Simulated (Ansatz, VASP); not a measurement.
# One calculation of Ir, two programs

Contents of INCAR:

```
SYSTEM = Ir
  PREC = Accurate
  ENCUT = 520
  EDIFF = 1E-6
  ISMEAR = -1
  SIGMA = 0.05
  LREAL = .False.
  LASPH = .True.
  NELM = 80
  ALGO = Normal
  ISIF = 2
  LWAVE = .False.
  LCHARG = .False.
  GGA = PS
  NBANDS = 10
```

The input KPOINTS:

```
Automatic mesh
0
Gamma
  18 18 18
  0 0 0
```

Contents of POSCAR:

```
Ir
1.0
    0.0000000000      1.9260777877      1.9260777877
    1.9260777877      0.0000000000      1.9260777877
    1.9260777877      1.9260777877      0.0000000000
Ir
1
Direct
    0.0000000000      0.0000000000      0.0000000000
```

Input for Ansatz:

```yaml
crystal:
  lattice:
    - [0.0, 1.9260777877, 1.9260777877]
    - [1.9260777877, 0.0, 1.9260777877]
    - [1.9260777877, 1.9260777877, 0.0]
  atoms:
    - { symbol: Ir, position: [0.0, 0.0, 0.0] }
kpoints:
  mp_grid: { grid: [18, 18, 18] }
  band_path:
    path:
      - [0.0, 0.0, 0.0]
      - [0.5, 0.0, 0.5]
      - [0.625, 0.25, 0.625]
      - [0.375, 0.375, 0.75]
      - [0.0, 0.0, 0.0]
      - [0.5, 0.5, 0.5]
      - [0.5, 0.25, 0.75]
      - [0.5, 0.0, 0.5]
    npoints: 5
scf:
  occupations: { method: fermi_dirac, width: 0.05 }
hamiltonian:
  xc: pbesol
  pseudopotentials: { kind: all_electron, lapw: { basis_error: 0.0005 } }
output:
  forces: true
  stress: true
  eigenvalues: true
```

Change from the starting cell: volume scaled by 1.01.

Alike in both runs: task single point; functional PBEsol; k mesh 18 × 18 × 18; occupations fermi-dirac, width 0.05 eV; no spin polarisation.

|  | VASP | Ansatz |
| --- | --- | --- |
| version | VASP 6.6.1 | Ansatz 0.2.0 |
| potentials or method | VASP PAW PBE potentials, release 64 (Ir) | all-electron LAPW, scalar-relativistic |
| plane-wave cutoff (eV) | 520 | see its input |

VASP gave:

```
pressure (GPa) : -5.4
```

Problem. What did Ansatz give for the same quantities?

Solution. Pressure (GPa): -6.3.

Ansatz ran all-electron here, so the differences hold the error of VASP's frozen core and of both bases.

Caveats: the PAW data sets were made with another functional, which shifts forces and pressure a little (VASP). The runs have no spin-orbit coupling, so splittings on Ir are missing.
